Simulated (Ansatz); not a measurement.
BN built on the rocksalt prototype: a one-shot G0W0 calculation in Ansatz 0.2.0 (G0W0@PBE with 78 empty bands, a screening cutoff of 220 eV and an 8×8×8 mesh). Cell and atoms come from a relaxation with r2SCAN.

```yaml
crystal:
  lattice:
    - [0.0, 1.7458259068, 1.7458259068]
    - [1.7458259068, 0.0, 1.7458259068]
    - [1.7458259068, 1.7458259068, 0.0]
  atoms:
    - { symbol: B, position: [0.0, 0.0, 0.0] }
    - { symbol: "N", position: [0.5, 0.5, 0.5] }
kpoints:
  mp_grid: { grid: [8, 8, 8] }
hamiltonian:
  xc: pbe
scf:
  occupations: { method: fixed }
gw:
  n_empty_bands: 78
  ecut_chi: 220
  qp_bands: [v2, c2]
  qp_kpoints: band_edges
  screening: { model: contour_deformation }
```

Some lines of the output have been replaced by numbered gaps.
```
Pseudopotential: B, paw, valence charge 3, recommended cutoff 420 eV (normal)
Pseudopotential: N, paw, valence charge 5, recommended cutoff 420 eV (normal)
Functional definition: PBE
Crystal: 2 atoms, lattice volume = 10.642 Å³
Basis set: ecut = 420 eV, 181 PW (Γ)
Bands: 8, of which v1, the nominal top of the filled ones, is band 4 counted from 1 (3 counted from 0)
Symmetry: 48 space group operations
Space group: Fm-3m (ITA 225)
k-points: 29 of 512
SCF 1 converged in 6 iterations: F = -538.766287 eV  dr2 = 1.38e-11
Free energy (F): -538.766287 eV
Fermi energy:    14.510148 eV
--- Per-component energies (eV) ---
  E_band       = 46.995871
  E_kinetic    = 183.545674
  E_local      = -126.206912
  E_nonlocal   = 55.883908
  E_hartree    = 35.754626
  E_xc         = -93.071713
  E_vxc        = -115.923764
  E_paw        = -205.823596
  E_vpaw       = -21.812417
  E_ewald      = -388.848369
--- G₀W₀: contour deformation, 7 samples at zero and on the imaginary axis and 2 off it, 512 q-points, 78 empty bands' worth ---
    ik  band        ε_KS         Σx   Σc(E_QP)       V_xc       Z   E_QP_lin       E_QP  E_QP is
     0     3     13.7134   -21.9669     2.7541   -18.6531  0.7947    13.1519    13.1537  root
     0     4     13.7134   -21.9669     2.7541   -18.6531  0.7947    13.1519    13.1537  root
     0     5  [1]
     0     6     26.6626    -7.0387    -8.4213   -16.1543  0.7520    27.3613    27.3569  root
     1     3     13.6849   -21.8825     2.6955   -18.6340  0.7953    13.1301    13.1318  root
     1     4     13.6849   -21.8825     2.6955   -18.6340  0.7953    13.1301    13.1318  root
     1     5     24.1011   -11.6553    -6.9903   -19.1696  0.7724    24.6266    24.6252  root
     1     6     25.2964    -7.3847    -7.7252   -15.7918  0.7650    25.9815    25.9784  root
     2     3     13.6920   -21.7561     2.5455   -18.6764  0.7972    13.1562    13.1578  root
     2     4     13.6920   -21.7561     2.5455   -18.6764  0.7972    13.1562    13.1578  root
     2     5     22.7482    -7.9041    -6.6522   -15.2038  0.7851    23.3991    23.3957  root
     2     6     22.7482    -7.9041    -6.6522   -15.2038  0.7851    23.3991    23.3957  root
     3     3  [2]
     3     4     13.8380   -21.8465     2.4167   -18.9154  0.7994    13.3222    13.3237  root
     3     5     20.6466    -8.0911    -5.9264   -14.6104  0.8031    21.2420    21.2394  root
     3     6     20.6466    -8.0911    -5.9264   -14.6104  0.8031    21.2420    21.2394  root
     4     3     13.9583   -22.0398     2.3985   -19.1335  0.8003    13.4491    13.4505  root
     4     4     13.9583   -22.0398     2.3985   -19.1335  0.8003    13.4491    13.4505  root
     4     5     19.8177    -7.9987    -5.7100   -14.2752  0.8091    20.3864    20.3843  root
     4     6  [3]
     5     3     12.7806   -21.7195     2.9585   -18.1446  0.7919    12.1614    12.1641  root
     5     4     13.0289   -22.5514     2.8890   -19.0485  0.7907    12.4125    12.4150  root
     5     5     23.0919    -7.4637    -6.9931   -15.0736  0.7773    23.7119    23.7087  root
     5     6  [4]
     7     3  [5]
     7     4     12.8866   -21.8954     2.6574   -18.6543  0.7957    12.3006    12.3028  root
     7     5     19.3832    -8.5191    -5.6578   -14.6731  0.8071    19.8810    19.8793  root
     7     6     23.6215    -8.4643    -6.8171   -15.9759  0.7803    24.3201    24.3160  root
     9     3     11.1165   -21.4496     3.1260   -17.6471  0.7859    10.4361    10.4399  root
     9     4     13.6677   -21.6124     2.3673   -18.7312  0.8004    13.1524    13.1538  root
     9     5  [6]
     9     6     20.5421    -8.3404    -5.9204   -14.8590  0.8011    21.1431    21.1404  root
    10     3     10.9231   -21.5043     3.3191   -17.4870  0.7825    10.2206    10.2249  root
    10     4     14.5101   -22.1919     2.3106   -19.4147  0.8006    14.0425    14.0436  root
    10     5     20.7487    -7.6124    -6.1642   -14.3718  0.7986    21.3467    21.3439  root
    10     6     21.9010    -8.7691    -6.3224   -15.6779  0.7934    22.4902    22.4875  root
  […]
```

The points are ik 0 = (0, 0, 0) (Γ), ik 1 = (0, 0, 1/8), ik 2 = (0, 0, 1/4), ik 3 = (0, 0, 3/8), ik 4 = (0, 0, -1/2) (L), ik 5 = (0, 1/8, 1/8), ik 7 = (0, 1/8, 3/8), ik 9 = (0, 1/8, -3/8), ik 10 = (0, 1/8, -1/4), ik 11 = (0, 1/8, -1/8), ik 13 = (0, 1/4, 3/8), ik 16 = (0, 1/4, -1/4); band 4 is the last filled one.

Q: Give the withheld lines. They hold quasiparticle rows.

A:
```
[1]
     0     5     23.7992   -12.9693    -6.8776   -20.3097  0.7747    24.2624    24.2621  root
[2]
     3     3     13.8380   -21.8465     2.4167   -18.9154  0.7994    13.3222    13.3237  root
[3]
     4     6     19.8177    -7.9987    -5.7100   -14.2752  0.8091    20.3864    20.3843  root
[4]
     5     6     24.8390   -12.6093    -7.1482   -20.3068  0.7686    25.3906    25.3883  root
[5]
     7     3     12.0820   -21.3206     2.8910   -17.8035  0.7918    11.4530    11.4559  root
[6]
     9     5     20.3737    -9.0493    -5.8020   -15.3819  0.8039    20.9064    20.9043  root
```
The trailing digits, and the zero of the energies, depend on the potentials and thresholds.

Run as `ansatz run input.yaml --threads 2 --pin off --max-ram 2211MiB --backend cpu --events-out ev --progress --plain --runs-dir out`.

Q: What wall time did it need on 2 threads of Arm Neoverse V1, on a shared host, and what peak of host memory did it reach?

A: About 31 s, with a peak of 0.31 GiB.

No spin polarisation and no zero-point or thermal motion; the cell was built from a prototype and may be hypothetical.
